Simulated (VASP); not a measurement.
Input of a VASP 6.6.1 run:

File run.py:

```python
from ase.calculators.vasp import Vasp
from ase.dft.bandgap import bandgap
from ase.io import read

atoms = read('POSCAR')
calc = Vasp(
    directory='calc',
    xc='lda',
    pp='LDA',
    setups='minimal',
    prec='Accurate',
    encut=500,
    ediff=1e-06,
    ismear=-5,
    sigma=0.05,
    lreal=False,
    lasph=True,
    nelm=80,
    algo='Normal',
    isif=2,
    lwave=False,
    lcharg=True,
    lelf=True,
    lvhar=True,
    kpts=[8, 8, 8],
    gamma=True,
    nbands=16,
)
atoms.calc = calc

print('energy (eV):', atoms.get_potential_energy())
print('free energy (eV):', atoms.get_potential_energy(force_consistent=True))
print('forces (eV/A):')
print(atoms.get_forces())
print('stress (eV/A^3, Voigt):', atoms.get_stress())
print('Fermi level (eV):', calc.get_fermi_level())
gap, top, bottom = bandgap(calc)
print('band gap (eV):', gap, 'from (spin, k, band)', top, 'to', bottom)
```

File POSCAR:

```
PbF2
1.0
    0.0000000000      3.0026599987      3.0026599987
    3.0026599987      0.0000000000      3.0026599987
    3.0026599987      3.0026599987      0.0000000000
Pb F
1 2
Direct
    0.0000000000      0.0000000000      0.0000000000
    0.7500000000      0.7500000000      0.7500000000
    0.2500000000      0.2500000000      0.2500000000
```

Potentials or basis: VASP PAW LDA potentials, release 64 (Pb, F).

Run with:

```sh
$ python run.py
```

(1) Estimate the band gap on the k mesh.

(2) Estimate the pressure.

Results:

(1) 4.21 eV, indirect (least direct gap 4.38 eV).

(2) -8.7 GPa.

Caveat: spin-orbit coupling is left out, which as a rule narrows the gap of such compounds by several tenths of an eV.
